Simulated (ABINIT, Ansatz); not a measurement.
# SiC (P6_3mc): changed settings of a GW run in ABINIT

A base run on SiC (P6_3mc), then changed inputs.

Program: ABINIT 10.8.3. Level of theory: PBE and many-body steps on it, plane waves. Results are calculated unless marked as measured.

Report form: the programs' logs are mostly left out.

### 1. The starting structure

Symmetry: P6_3mc, No. 186, hexagonal system. The conventional cell has a = 3.076 Å, b = 3.076 Å, c = 10.071 Å, α = 90.00°, β = 90.00°, γ = 120.00°. Nearest to Si lie 4 C at 1.88 to 1.89 Å. Si has 4 C at 1.88 to 1.89 Å nearest. C has 4 Si at 1.88 to 1.89 Å nearest. Nearest to C lie 4 Si at 1.88 to 1.89 Å. Farther neighbours are not listed.

The cell and positions are those that the Materials Project relaxed with its own functionals (PBE, PBE+U or r2SCAN), kept fixed.

### 2. Screening, 6×6×2 mesh, 232 bands, screening to 176.9 eV

This step: ABINIT 10.8.3; RPA screening on PBE, plane waves, norm-conserving pseudopotentials.

The RPA dielectric matrix is built and inverted for each q.

File run.abi:

```
acell 3*1.0 Angstrom
rprim 
  3.075694149693 -0.000000000023 0.000000000000
  -1.537847074826 2.663629267917 0.000000000000
  0.000000000000 0.000000000000 10.070646480000
ntypat 2
znucl 14 6
natom 8
typat 1 1 1 1 2 2 2 2
xred 
  0.666666666667 0.333333333333 0.937841980000
  0.333333333333 0.666666666667 0.437841980000
  -0.000000000000 -0.000000000000 0.687894380000
  -0.000000000000 -0.000000000000 0.187894380000
  0.666666666667 0.333333333333 0.749802590000
  0.333333333333 0.666666666667 0.249802590000
  -0.000000000000 -0.000000000000 0.500460050000
  -0.000000000000 -0.000000000000 0.000460050000
pp_dirpath "pseudos"
pseudos "Si.upf, C.upf"
ecut 37
ngkpt 6 6 2
nshiftk 1
shiftk 0 0 0
kptopt 1
chksymbreak 0
istwfk *1
occopt 1
irdwfk 1
optdriver 3
nband 232
ecuteps 6.5
inclvkb 2
awtr 1
symchi 1
indata_prefix "in"
outdata_prefix "out"
tmpdata_prefix "tmp"
```

On the command line:

```console
$ OMP_NUM_THREADS=1 mpirun -n 16 abinit run.abi > log
```

The job ended after 10 min (16 MPI ranks of Arm Neoverse N1, shared host; peak memory 7.4 GiB; 2.7 h of CPU time).

Numbers from this step:

| Property | Result |
| --- | --- |
| ε∞ with local fields, on this mesh, along the program's q direction | 6.958 |
| the same without local fields | 7.613 |
| plasma frequency | 23.13 eV |
| plane waves in the screening matrix | 447 |

Local fields lower ε∞ by 9 %.

### 3. Base

The self-energy is evaluated for the states that the input lists, and the levels follow from it, in one-shot runs by the linearised quasiparticle equation.

This step: G0W0 on PBE, plane waves, norm-conserving pseudopotentials.

run.abi: that of step 2 with these lines changed.

```diff
@@ -29,8 +29,17 @@
 irdwfk 1
-optdriver 3
+optdriver 4
 nband 232
+gwcalctyp 0
+ecutsigx 37
+symsigma 1
+nkptgw 2
+kptgw 
+  0.0000000000 0.0000000000 0.0000000000
+  0.5000000000 0.0000000000 0.0000000000
+bdgw 
+  15 18
+  15 18
 ecuteps 6.5
-inclvkb 2
-awtr 1
-symchi 1
+irdscr 1
+ppmodel 1
 indata_prefix "in"
```

The job ended after 53 s (16 MPI ranks; peak memory 6.8 GiB; 14 min of CPU time).

Numbers from this step:

* G0W0 gap on the points computed: 2.909 eV
* starting gap on the mesh: 2.228 eV
* k of the valence top: 0, 0, 0
* k of the conduction bottom: 0.5, 0, 0
* Z at the valence top: 0.794
* Z at the conduction bottom: 0.819
* least direct G0W0 gap on the computed points: 4.183 eV

The gap on the mesh goes from 2.23 eV to 2.91 eV, a correction of +0.68 eV.

### 4. Broadening of the poles

run.abi: that of step 3 with these lines changed.

```diff
@@ -44,2 +44,3 @@
 ppmodel 1
+zcut 0.01 eV
 indata_prefix "in"
```

It took 47 s on 16 MPI ranks; peak memory 6.8 GiB; 13 min of CPU time.

Numbers from this step:

```yaml
g0w0_gap_on_the_points_computed: 2.909 eV
starting_gap_on_the_mesh: 2.228 eV
k_of_the_valence_top: 0, 0, 0
k_of_the_conduction_bottom: 0.5, 0, 0
z_at_the_valence_top: 0.794
z_at_the_conduction_bottom: 0.819
least_direct_g0w0_gap_on_the_computed_points: 4.183 eV
```

Against G0W0 in ABINIT (6×6×2 mesh, 232 bands, screening to 176.9 eV, Godby-Needs plasmon pole), the gap moves by +0.000 eV.

### 5. Unknown plasmon-pole model

run.abi: that of step 4 with these lines changed.

```diff
@@ -43,4 +43,3 @@
 irdscr 1
-ppmodel 1
-zcut 0.01 eV
+ppmodel 7
 indata_prefix "in"
```

Elapsed: 5.4 s, on 16 MPI ranks; peak memory 0.7 GiB.

The run stopped with an error after 5.4 s.

The program's words: Wrong ppm%model: 7 #6  0x5f5aec926573 in __libc_start_call_main #7  0x5f5aec926657 in __libc_start_main_impl #6  0x4d6105196573 in __libc_start_call_main #7  0x4d6105196657 in __libc_start_main_impl #6  0x532ebb266573 in __libc_start_call_main #7  0x532ebb266657 in __libc_start_main_impl #6  0x5bdb5e876573 in __libc_start_call_main #7  0x5bdb5e876657 in __libc_start_main_impl #6  0x4f2a89566573 in

The fault put into this input: unknown plasmon-pole model.

### 6. Side by side

Times are wall times on 16 MPI ranks of Arm Neoverse N1, shared host, good to a factor of about two. A run's time includes the screening step that it read.

```csv
run,mesh,bands,screening cutoff (eV),DFT gap (eV),gap on the mesh (eV),direct (eV),ε∞ used,time
base,6×6×2,232,176.9,2.228,2.909,4.183,6.96,11 min
broadening of the poles,6×6×2,232,176.9,2.228,2.909,4.183,6.96,11 min
```

### 7. What came out

```json
{
  "base": "2.909 eV",
  "broadening of the poles": "2.909 eV",
  "known limits": "not at the basis limit"
}
```

In words: Broadening of the poles: no change against base (keys changed: zcut). Bands and cutoff are finite, so the gap is not at the basis limit. The miss can reach some tenths of an eV and take either sign; the mesh is an error of its own. In the G0W0 runs levels were corrected at 2 k points alone, so a gap called «on the mesh» is the least over those, and an edge elsewhere would be missed.

[Paths, hosts, dates, memory and timing lines, banners, echoed tables and standing remarks are left out of the program output.]

[Logs are printed without paths, hosts, clocks, repeated set-up lines and the standing remarks that a program may print on its own settings, such as how far it seeks lower states.]

[Runs of the session that timed out or met a known fault of the program may be left out.]

[Hosts, paths, dates, database ids (printed as entryN), source tags and the programs' standing remarks are cut or masked in the printed files.]

[G0W0 gaps are taken among the corrected bands and points alone; a level outside them can change the order at an edge.]

[Where Ansatz stands beside ABINIT at settings called matched, ABINIT's density can come from a denser mesh and the files from another edition; pairs whose starting gaps differed by over 0.03 eV were left out, so agreement reads better than it is.]
